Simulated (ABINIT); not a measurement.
Runs of ABINIT 10.8.3 (patched build) on C. The structure is cubic, space group Fd-3m (No. 227). The conventional cell has a = 3.567 Å, b = 3.567 Å, c = 3.567 Å, α = 90.00°, β = 90.00°, γ = 90.00°. C (site symmetry -43m) is surrounded by 4 C at 1.54 Å. This isn't the form of C at room conditions, which is graphite.

| task | level | potentials or basis | k mesh | cutoff (eV) | fine-grid cutoff | gap on the mesh (eV) | pressure (GPa) |
| --- | --- | --- | --- | --- | --- | --- | --- |
| single point | LDA | JTH PAW LDA v2.0 | 10 × 10 × 10 | 544 | 1088.46 eV | 4.13 | (a) |
| single point | r2SCAN | JTH PAW PBE v2.0 | 8 × 8 × 8 | 653 | 1251.72 eV | 4.32 | 0.9 |
| band structure | r2SCAN | PseudoDojo NC SR PBE v0.5 standard | 13 × 13 × 13 | 1333 | - | (c) | 3.6 |
| single point | PBEsol | JTH PAW PBE v2.0 | 10 × 10 × 10 | 544 | 1088.46 eV | 4.03 | (b) |

Alike in all rows: no spin polarisation; cell as given; smearing fermi-dirac 0.05 eV.

Question: Fill in the values left out.

Answer: (a) -13.8; (b) -5.3; (c) 4.17.

Caveats: the atomic spheres overlap (some runs); the PAW data sets were made with another functional, which shifts forces and pressure a little (some runs); a meta-GGA on potentials with a model core is unreliable (some runs); the potentials were made for another functional, which shifts forces and pressure (some runs).

A k mesh can miss the band edges.
